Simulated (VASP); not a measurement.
Output of a VASP run:

File OUTCAR:
```
 ion  position               nearest neighbor table
   1  0.000  0.000  0.000-   3 2.73   3 2.73   3 2.73   2 2.73   3 2.73   2 2.73   2 2.73   2 2.73
  LATTYP: Found a face centered cubic cell.
 ALAT       =     6.3159761356
 Subroutine PRICEL returns:
 Original cell was already a primitive cell.
 Subroutine GETGRP returns: Found 48 space group operations
The static configuration has the point symmetry O_h .
The dynamic configuration has the point symmetry O_h .
 Subroutine INISYM returns: Found 48 space group operations
 Subroutine IBZKPT returns following result:
 Found     16 irreducible k-points:

 Following reciprocal coordinates:
            Coordinates               Weight
  0.000000  0.000000  0.000000      1.000000
  0.166667  0.000000  0.000000      8.000000
  0.333333  0.000000  0.000000      8.000000
  0.500000  0.000000  0.000000      4.000000
  0.166667  0.166667  0.000000      6.000000
  0.333333  0.166667  0.000000     24.000000
  0.500000  0.166667  0.000000     24.000000
 -0.333333  0.166667  0.000000     24.000000
 -0.166667  0.166667  0.000000     12.000000
  0.333333  0.333333  0.000000      6.000000
  0.500000  0.333333  0.000000     24.000000
 -0.333333  0.333333  0.000000     12.000000
  0.500000  0.500000  0.000000      3.000000
  0.500000  0.333333  0.166667     24.000000
 -0.333333  0.333333  0.166667     24.000000
 -0.333333  0.500000  0.166667     12.000000
   k-points           NKPTS =     16   k-points in BZ     NKDIM =     16   number of bands    NBANDS=     16
   number of dos      NEDOS =    301   number of ions     NIONS =      3
   total plane-waves  NPLWV =  46656
   dimension x,y,z NGX =    36 NGY =   36 NGZ =   36
   dimension x,y,z NGXF=    72 NGYF=   72 NGZF=   72
   ions per type =               1   2
   PREC   = accura    normal or accurate (medium, high low for compatibility)
   ISTART =      0    job   : 0-new  1-cont  2-samecut
   ICHARG =      2    charge: 1-file 2-atom 10-const
   ISPIN  =      1    spin polarized calculation?
   LNONCOLLINEAR =      F non collinear calculations
   LSORBIT =      F    spin-orbit coupling
   INIWAV =      1    electr: 0-lowe 1-rand  2-diag
   ENCUT  =  520.0 eV  38.22 Ry    6.18 a.u.   8.30  8.30  8.30*2*pi/ulx,y,z
   NELM   =    100;   NELMIN=  2; NELMDL= -5     # of ELM steps
   EDIFF  = 0.1E-06   stopping-criterion for ELM
   LREAL  =      F    real-space projection
   NLSPLINE    = F    spline interpolate recip. space projectors
   LMAXMIX     =    4 max onsite mixed and CHGCAR
   VOSKOWN=      0    Vosko Wilk Nusair interpolation
   EDIFFG = 0.1E-05   stopping-criterion for IOM
   NSW    =      0    number of steps for IOM
   NBLOCK =      1;   KBLOCK =      1    inner block; outer block
   IBRION =     -1    ionic relax: 0-MD 1-quasi-New 2-CG
   NFREE  =      0    steps in history (QN), initial steepest desc. (CG)
   ISIF   =      2    stress and relaxation
   ISYM   =      2    0-nonsym 1-usesym 2-fastsym
   TEIN   =    0.0    initial temperature
   TEBEG  =    0.0;   TEEND  =   0.0 temperature during run
   SMASS  =  -3.00    Nose mass-parameter (am)
   PSTRESS=    0.0 pullay stress
   NELECT =      24.0000    total number of electrons
   EFERMI =   0.00;   METHOD = LEGACY
   ISMEAR =     0;   SIGMA  =   0.05  broadening in eV -4-tet -1-fermi 0-gaus
   IALGO  =     38    algorithm
   LDIAG  =      T    sub-space diagonalisation (order eigenvalues)
   IMIX   =      4    mixing-type and parameters
     AMIX     =   0.40;   BMIX     =  1.00
     AMIX_MAG =   1.60;   BMIX_MAG =  1.00
     AMIN     =   0.10
   GGA     = PE    functional components
   VOSKOWN =     0    Vosko Wilk Nusair interpolation
   LHFCALC =     F    Hartree Fock is set to
   LHFONE  =     F    Hartree Fock one center treatment
   AEXX    =    0.0000 exact exchange contribution
   IVDW    =    11    specifies the selected vdW correction
   LEPSILON=     F    determine dielectric tensor
   LRPA    =     F    only Hartree local field effects (RPA)
  energy-cutoff  :      520.00
...
```

**OSZICAR**
```
       N       E                     dE             d eps       ncg     rms          rms(c)
DAV:   1     0.154993004889E+03    0.15499E+03   -0.12945E+04   512   0.138E+03
DAV:   2    -0.126127537649E+02   -0.16761E+03   -0.16407E+03   648   0.292E+02
DAV:   3    -0.188448575126E+02   -0.62321E+01   -0.62257E+01   736   0.645E+01
DAV:   4    -0.189249839767E+02   -0.80126E-01   -0.80121E-01   648   0.605E+00
DAV:   5    -0.189286919904E+02   -0.37080E-02   -0.37080E-02   728   0.839E-01    0.841E+00
DAV:   6    -0.171058335471E+02    0.18229E+01   -0.10238E+01   512   0.244E+01    0.412E+00
DAV:   7    -0.170985247840E+02    0.73088E-02   -0.35801E-01   640   0.547E+00    0.205E+00
DAV:   8    -0.171159476196E+02   -0.17423E-01   -0.58329E-02   600   0.292E+00    0.268E-01
DAV:   9    -0.171252060192E+02   -0.92584E-02   -0.13579E-02   656   0.843E-01    0.150E-01
DAV:  10    -0.171279001905E+02   -0.26942E-02   -0.38844E-03   536   0.446E-01    0.421E-02
DAV:  11    -0.171278863238E+02    0.13867E-04   -0.36305E-04   696   0.150E-01    0.174E-02
DAV:  12    -0.171279086641E+02   -0.22340E-04   -0.60151E-05   512   0.585E-02    0.267E-03
DAV:  13    -0.171279090128E+02   -0.34871E-06   -0.10711E-06   680   0.802E-03    0.183E-03
DAV:  14    -0.171279095317E+02   -0.51890E-06   -0.19097E-07   464   0.357E-03    0.348E-04
DAV:  15    -0.171279095495E+02   -0.17830E-07   -0.10219E-08   504   0.927E-04
   1 F= -.17372040E+02 E0= -.17372040E+02  d E =-.446643E-14
```

File OUTCAR:
```
------------------------ aborting loop because EDIFF is reached ----------------------------------------
 Edisp (eV)   -0.24413
  FORCE on cell =-STRESS in cart. coord.  units (eV):
  Direction    XX          YY          ZZ          XY          YZ          ZX
  --------------------------------------------------------------------------------------
  Total      -0.63333    -0.63333    -0.63333    -0.00000     0.00000    -0.00000
  in kB     -16.10943   -16.10943   -16.10943    -0.00000     0.00000    -0.00000
  external pressure =      -16.11 kB  Pullay stress =        0.00 kB
  volume of cell :       62.99
      direct lattice vectors                 reciprocal lattice vectors
     0.000000000  3.157988068  3.157988068    -0.158328654  0.158328654  0.158328654
     3.157988068  0.000000000  3.157988068     0.158328654 -0.158328654  0.158328654
     3.157988068  3.157988068  0.000000000     0.158328654  0.158328654 -0.158328654
 POSITION                                       TOTAL-FORCE (eV/Angst)
 -----------------------------------------------------------------------------------
      0.00000      0.00000      0.00000        -0.000000     -0.000000     -0.000000
      1.57899      1.57899      1.57899        -0.000000     -0.000000      0.000000
      4.73698      4.73698      4.73698         0.000000      0.000000     -0.000000
 -----------------------------------------------------------------------------------
    total drift:                                0.000000      0.000000      0.000000
  FREE ENERGIE OF THE ION-ELECTRON SYSTEM (eV)
  ---------------------------------------------------
  free  energy   TOTEN  =       -17.3720399721 eV

  energy  without entropy=      -17.3720399721  energy(sigma->0) =      -17.37203997
```
(Selected blocks of OUTCAR.)

### POSCAR
```
BaF2
1
    0.0000000000     3.1579880678     3.1579880678
    3.1579880678     0.0000000000     3.1579880678
    3.1579880678     3.1579880678     0.0000000000
Ba F
1 2
Direct
  0.0000000000   0.0000000000   0.0000000000
  0.2500000000   0.2500000000   0.2500000000
  0.7500000000   0.7500000000   0.7500000000
```

Write an INCAR and KPOINTS that could have produced this output.

One answer among several that fit: the input of the run itself, PBE GGA with D3 dispersion (zero damping), plane waves, VASP's PBE PAW potentials (set 64).

**INCAR**
```
SYSTEM = BaF2
PREC = Accurate
ENCUT = 520
EDIFF = 1E-7
NELM = 100
ALGO = Normal
LREAL = .FALSE.
LASPH = .TRUE.
ISMEAR = 0
SIGMA = 0.05
GGA = PE
IVDW = 11
LMAXMIX = 4
LWAVE = .FALSE.
LCHARG = .FALSE.
ISIF = 2
```

File KPOINTS:
```
Automatic mesh
0
Gamma
6 6 6
0 0 0
```

POTCAR, in this order: Ba_sv F (PBE.64 set). Program: vasp_std.

The compound is BaF2 in the fluorite structure. This cell is one point of a volume scan, at 1.03 of the reference volume.
